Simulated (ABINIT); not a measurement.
# MgB2 (P6/mmm) in ABINIT: settings compared

Aim: see how the results for MgB2 move with the level of theory and the settings. Levels: RPBE, BLYP, AM05. Tasks: relaxation of cell and atoms.

Everything below comes from runs of ABINIT 10.8.3 (patched build). Logs are shortened: lines on timing, memory, paths and dates and some standing lists are left out, and cuts for length are marked. The log counts tension as positive stress, the text compression.

## 1. The structure

The structure is hexagonal, space group P6/mmm (No. 191). Conventional cell: a = 3.085 Å, b = 3.085 Å, c = 3.523 Å, α = 90.00°, β = 90.00°, γ = 120.00°. Mg (site symmetry 6/mmm) has 12 B at 2.51 Å as nearest neighbours. B (site symmetry -6m2) is surrounded by 3 B at 1.78 Å.

## 2. Relaxation of cell and atoms, RPBE

run.abi

```
# Pseudopotentials
pp_dirpath "./"
pseudos "Mg.GGA_PBE-JTH.xml, B.GGA_PBE-JTH.xml"

# Structure
acell 5.8298050945 5.8298050945 6.6575051371
rprim
     1.0000000000     0.0000000000     0.0000000000
    -0.5000000000     0.8660254038     0.0000000000
     0.0000000000     0.0000000000     1.0000000000
ntypat 2
znucl 12 5
natom 3
typat 1 2 2
xred
     0.0000000000     0.0000000000     0.0000000000
     0.6666666667     0.3333333333     0.5000000000
     0.3333333333     0.6666666667     0.5000000000
chkprim 0
chksymtnons 0
tolsym 1.0e-6

# Plane-wave basis
ecut 23.0
pawecutdg 45.0
pawxcdev 0
pawovlp -1

# k points
kptopt 1
ngkpt 10 10 8
nshiftk 1
shiftk 0.0 0.0 0.0

# Exchange and correlation
ixc 15

# Bands and occupations
nband 12
occopt 3
tsmear 0.05 eV

# SCF cycle
nstep 100
tolvrs 1.0e-9

# Output
iomode 3
prtwf 0
prtden 0
prteig 0
prtebands 0

# Relaxation
ionmov 2
ntime 60
tolmxf 0.0005
optcell 2
dilatmx 1.08
ecutsm 0.5
```

Potentials or basis: JTH PAW PBE v2.0.

Started as:

```console
abinit run.abi > log 2>&1
```

run.abo:

```text
.Version 10.8.3 of ABINIT
 Symmetries : space group P6/m m m (#191); Bravais hP (primitive hexag.)
================================================================================
 Values of the parameters that define the memory need of the present run
     intxc =       0    ionmov =       2      iscf =      17    lmnmax =       8
     lnmax =       4     mgfft =      32  mpssoang =       2    mqgrid =    3001
     natom =       3  nloc_mem =       2    nspden =       1   nspinor =       1
    nsppol =       1      nsym =      24    n1xccc =       1    ntypat =       2
    occopt =       3   xclevel =       2
       mpw =        1316          nfft =       28800          nkpt =          70
 PAW method is used; the additional fine FFT grid is defined by:
   mgfftf=        45    nfftf =     72000
================================================================================
================================================================================

--------------------------------------------------------------------------------
------------- Echo of variables that govern the present computation ------------
--------------------------------------------------------------------------------
 -outvars: echo values of preprocessed input variables --------
            acell      5.8298050945E+00  5.8298050945E+00  6.6575051371E+00 Bohr
              amu      2.43050000E+01  1.08110000E+01
          chkprim           0
      chksymtnons           0
          dilatmx      1.08000000E+00
             ecut      2.30000000E+01 Hartree
           ecutsm      5.00000000E-01 Hartree
           ionmov           2
                       outvar_i_n : Printing only first  50 k-points.
              ixc          15
                       outvar_i_n : Printing only first  50 k-points.
         kptrlatt       10    0    0      0   10    0      0    0    8
          kptrlen      5.32600411E+01
            natom           3
            nband          12
            ngfft          30      30      32
          ngfftdg          40      40      45
             nkpt          70
            nstep         100
             nsym          24
            ntime          60
           ntypat           2
                       prtocc : prtvol=0, do not print more k-points.
           occopt           3
          optcell           2
        pawecutdg      4.50000000E+01 Hartree
          pawovlp     -1.0000000000E+00
         pawxcdev           0
           prtden           0
        prtebands           0
           prteig           0
            prtwf           0
            rprim      1.0000000000E+00  0.0000000000E+00  0.0000000000E+00
                      -5.0000000000E-01  8.6602540380E-01  0.0000000000E+00
                       0.0000000000E+00  0.0000000000E+00  1.0000000000E+00
          spgroup         191
           tolmxf      5.00000000E-04
           tolsym      1.00000000E-06
           tolvrs      1.00000000E-09
           tsmear      1.83746611E-03 Hartree
            typat      1  2  2
           useylm           1
                       outvars : Printing only first  50 k-points.
           xangst      0.0000000000E+00  0.0000000000E+00  0.0000000000E+00
                       1.5424999990E+00  8.9056278964E-01  1.7614999988E+00
                      -7.9179545087E-18  1.7811255793E+00  1.7614999988E+00
            xcart      0.0000000000E+00  0.0000000000E+00  0.0000000000E+00
                       2.9149025472E+00  1.6829197703E+00  3.3287525686E+00
                      -1.4962765499E-17  3.3658395407E+00  3.3287525686E+00
             xred      0.0000000000E+00  0.0000000000E+00  0.0000000000E+00
                       6.6666666667E-01  3.3333333333E-01  5.0000000000E-01
                       3.3333333333E-01  6.6666666667E-01  5.0000000000E-01
            znucl       12.00000    5.00000

================================================================================

 chkinp: Checking input parameters for consistency.

================================================================================
== DATASET  1 ==================================================================

--- !DatasetInfo
iteration_state: {dtset: 1, }
dimensions: {natom: 3, nkpt: 70, mband: 12, nsppol: 1, nspinor: 1, nspden: 1, mpw: 1316, }
cutoff_energies: {ecut:  23.0, pawecutdg:  45.0, }
electrons: {nelect:   1.60000000E+01, charge:   0.00000000E+00, occopt:   3.00000000E+00, tsmear:   1.83746611E-03, }
meta: {optdriver: 0, ionmov: 2, optcell: 2, iscf: 17, paral_kgb: 0, }
...
[... 28 lines left out ...]
 Radius for shape functions =  1.70710089
 Compensation charge density is not taken into account in XC energy/potential

- pspini: atom type   2  psp file is ./B.GGA_PBE-JTH.xml
 Pseudopotential format is: paw10
 basis_size (lnmax)=  4 (lmn_size=  8), orbitals=   0   0   1   1
 Spheres core radius: rc_sph= 1.70616958
 Shapefunction is SIN type: shapef(r)=[sin(pi*r/rshp)/(pi*r/rshp)]**2
 Radius for shape functions =  1.40269776
 Compensation charge density is not taken into account in XC energy/potential

   3.19844030E+02                                ecore*ucvol(ha*bohr**3)
--------------------------------------------------------------------------------

================================================================================

=== [ionmov= 2] Broyden-Fletcher-Goldfarb-Shanno method (forces)
================================================================================

--- Iteration: ( 1/60) Internal Cycle: (1/1)
--------------------------------------------------------------------------------

---SELF-CONSISTENT-FIELD CONVERGENCE--------------------------------------------
[... 508 lines left out ...]
 Difference of energy with previous step (new-old):
           Absolute (Ha)=-1.91377E-06
           Relative     =-2.76252E-08

 At Broyd/MD step   5, gradients are converged :
  max grad (force/stress) = 1.5060E-04 < tolmxf= 5.0000E-04 ha/bohr (free atoms)

================================================================================

 ----iterations are completed or convergence reached----

 Mean square residual over all n,k,spin=   28.683E-09; max=  17.439E-06
 reduced coordinates (array xred) for    3 atoms
      -0.000000000000     -0.000000000000      0.000000000000
       0.666666666667      0.333333333333      0.500000000000
       0.333333333333      0.666666666667      0.500000000000
 rms dE/dt=  1.2693E-28; max dE/dt=  2.6926E-28; dE/dt below (all hartree)
    1       0.000000000000      0.000000000000      0.000000000000
    2       0.000000000000      0.000000000000      0.000000000000
    3      -0.000000000000      0.000000000000      0.000000000000

 cartesian coordinates (angstrom) at end:
    1      0.00000000000000    -0.00000000000000     0.00000000000000
    2      1.54965241801310     0.89469224070629     1.77400633335055
    3      0.00000000000000     1.78938448141259     1.77400633335055

 cartesian forces (hartree/bohr) at end:
    1     -0.00000000000000    -0.00000000000000    -0.00000000000000
    2     -0.00000000000000    -0.00000000000000    -0.00000000000000
    3      0.00000000000000     0.00000000000000    -0.00000000000000
 frms,max,avg= 2.5025288E-29 4.5974390E-29   0.000E+00  0.000E+00  0.000E+00 h/b

 cartesian forces (eV/Angstrom) at end:
    1     -0.00000000000000    -0.00000000000000    -0.00000000000000
    2     -0.00000000000000    -0.00000000000000    -0.00000000000000
    3      0.00000000000000     0.00000000000000    -0.00000000000000
 frms,max,avg= 1.2868521E-27 2.3640982E-27   0.000E+00  0.000E+00  0.000E+00 e/A
 length scales=  5.856837320791  5.856837320870  6.704772231317 bohr
              =  3.099304836026  3.099304836068  3.548012666701 angstroms
 Fermi (or HOMO) energy (hartree) =   0.25728   Average Vxc (hartree)=  -0.39011
 Eigenvalues (hartree) for nkpt=  70  k points:
 kpt#   1, nband= 12, wtk=  0.00125, kpt=  0.0000  0.0000  0.0000 (reduced coord)
  -2.51302   -1.28429   -1.28429   -1.28360   -0.19824    0.14844    0.26966    0.26966
   0.31451    0.48642    0.48642    0.54537
      occupation numbers for kpt#   1
   2.00000    2.00000    2.00000    2.00000    2.00000    2.00000    0.00236    0.00236
   0.00000    0.00000    0.00000    0.00000
 prteigrs : prtvol=0 or 1, do not print more k-points.

--- !EnergyTerms
iteration_state     : {dtset: 1, itime: 5, icycle: 1, }
comment             : Components of total free energy in Hartree
kinetic             :  6.95039395088268E+00
hartree             :  1.39881321588055E+01
xc                  : -3.50740671833381E+00
Ewald energy        : -3.67270292447515E+01
psp_core            :  1.60582149223294E+00
local_psp           : -4.29488543858741E+01
PAW spherical_terms : -8.63679822901114E+00
internal            : -6.92757409760494E+01
'-kT*entropy'       : -2.25979743208994E-04
total_energy        : -6.92759669557926E+01
total_energy_eV     : -1.88509509439789E+03
...

--- !EnergyTermsDC
iteration_state     : {dtset: 1, itime: 5, icycle: 1, }
comment             : '"Double-counting" decomposition of free energy'
band_energy         : -1.21238769056704E+01
Ewald energy        : -3.67270292447515E+01
psp_core            :  1.60582149223294E+00
xc_dc               : -1.30611366672943E+01
PAW spherical_terms : -8.96951976609597E+00
internal            : -6.92757410915793E+01
'-kT*entropy'       : -2.25979743208994E-04
total_energy_dc     : -6.92759670713225E+01
total_energy_dc_eV  : -1.88509509754162E+03
...

--- !EnergyTermsWithPAWCore
iteration_state     : {dtset: 1, itime: 5, icycle: 1, }
comment             : 'Components of total free energy, including PAW core contributions'
Total energy        : -2.50230866604726E+02
Total energy DC     : -2.50230866720256E+02
Total energy (eV)   : -6.80912876184776E+03
Total energy DC (eV): -6.80912876499149E+03
...

 Cartesian components of stress tensor (hartree/bohr^3)
  sigma(1 1)=  1.50595512E-06  sigma(3 2)=  0.00000000E+00
  sigma(2 2)=  1.50595483E-06  sigma(3 1)=  0.00000000E+00
  sigma(3 3)=  1.71692709E-07  sigma(2 1)=  0.00000000E+00

-Cartesian components of stress tensor (GPa)         [Pressure= -3.1222E-02 GPa]
- sigma(1 1)=  4.43067292E-02  sigma(3 2)=  0.00000000E+00
- sigma(2 2)=  4.43067207E-02  sigma(3 1)=  0.00000000E+00
- sigma(3 3)=  5.05137388E-03  sigma(2 1)=  0.00000000E+00

== END DATASET(S) ==============================================================
================================================================================

 -outvars: echo values of variables after computation  --------
            acell      5.8568373208E+00  5.8568373209E+00  6.7047722313E+00 Bohr
           etotal     -6.9275967071E+01
            fcart     -0.0000000000E+00 -0.0000000000E+00 -0.0000000000E+00
                      -4.5974389857E-29 -2.6543326359E-29 -0.0000000000E+00
                       4.5974389857E-29  2.6543326359E-29 -0.0000000000E+00
            rprim      1.0000000000E+00  0.0000000000E+00  0.0000000000E+00
                      -4.9999999999E-01  8.6602540379E-01  0.0000000000E+00
                       0.0000000000E+00  0.0000000000E+00  1.0000000000E+00
           strten      1.5059551154E-06  1.5059548256E-06  1.7169270859E-07
                       0.0000000000E+00  0.0000000000E+00  0.0000000000E+00
           xangst      2.9981044273E-29 -7.2573128431E-29  0.0000000000E+00
                       1.5496524180E+00  8.9469224071E-01  1.7740063334E+00
                       2.9396178302E-17  1.7893844814E+00  1.7740063334E+00
             xred     -3.8457239905E-30 -2.7038395674E-29  0.0000000000E+00
                       6.6666666667E-01  3.3333333333E-01  5.0000000000E-01
                       3.3333333333E-01  6.6666666667E-01  5.0000000000E-01
 Calculation completed.
```

Run time: 2 min. Hardware: 1 thread of Arm Neoverse V1, shared host; peak memory 0.12 GiB.

What came out:

```yaml
Free_energy: -1885.0951 eV
Relaxed_volume: 9.84 Å³/atom
Relaxed_cell: a = 3.099 Å, b = 3.099 Å, c = 3.548 Å, α = 90.00°, β = 90.00°, γ = 120.00°
Space_group_after_relaxing_to_0.05_Å: P6/mmm (No. 191)
Energy_gained_by_relaxing: 1.1 meV/atom
Ionic_steps: 5
Pressure_after_relaxing: 0.0 GPa
Band_gap_on_the_k_mesh: none (metal or under the smearing width)
```

Step by step:
| step | energy change (eV) | largest force (eV/Å) | pressure (GPa) | volume (Å³) |
| --- | --- | --- | --- | --- |
| 1 | 0.0000 | 0.0000 | 2.32 | 29.04 |
| 2 | -0.0023 | 0.0000 | 1.23 | 29.24 |
| 3 | -0.0032 | 0.0000 | 0.04 | 29.48 |
| 4 | -0.0033 | 0.0000 | -0.01 | 29.50 |
| 5 | -0.0033 | 0.0000 | -0.03 | 29.52 |

Final structure:
```
Mg B
1.0
     3.09930    0.00000    0.00000
    -1.54965    2.68408    0.00000
     0.00000    0.00000    3.54801
Mg B
1 2
Direct
  0.00000 0.00000 0.00000
  0.66667 0.33333 0.50000
  0.33333 0.66667 0.50000
```

Caveat: the PAW data sets were made with another functional, which shifts forces and pressure a little; the atomic spheres overlap. RPBE and its kin give volumes clearly too large for solids.

(Continued in part 2 of 2.)
